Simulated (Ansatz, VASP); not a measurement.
# SnO2: VASP beside Ansatz

```
Sn O
1.0
     0.00000    2.39094    2.39094
     2.39094    0.00000    2.39094
     2.39094    2.39094    0.00000
Sn O
1 2
Direct
  0.00000 0.00000 0.00000
  0.25000 0.25000 0.25000
  0.75000 0.75000 0.75000
```

Alike in both runs: functional PBE; k mesh 12 × 12 × 12; occupations fermi-dirac, width 0.05 eV; no spin polarisation.

Ansatz relaxed the structure, and its values are those at the end. VASP's run is a single point on that final structure, the one shown.

|  | VASP | Ansatz |
| --- | --- | --- |
| version | VASP 6.6.1 | Ansatz 0.2.0 |
| potentials or method | VASP PAW PBE potentials, release 64 (Sn_d, O) | PAW with Ansatz's default frozen-core files, scalar-relativistic |
| plane-wave cutoff (eV) | 520 | 420 |
| valence electrons in the cell | 26 | 26 |

VASP gave:

```
gap on the k mesh at the Fermi level (eV) : 2.18
```

Q: Estimate Ansatz's values.

A: gap on the k mesh at the Fermi level (eV): 2.19.

With one functional, cell and mesh, what is left measures potentials, basis and numerics.

Caveats: spin-orbit coupling is left out, which moves the levels of the heavy elements. A k mesh can miss the band edges. Expect the measured gap to be larger: semilocal functionals such as PBE lack the derivative discontinuity.
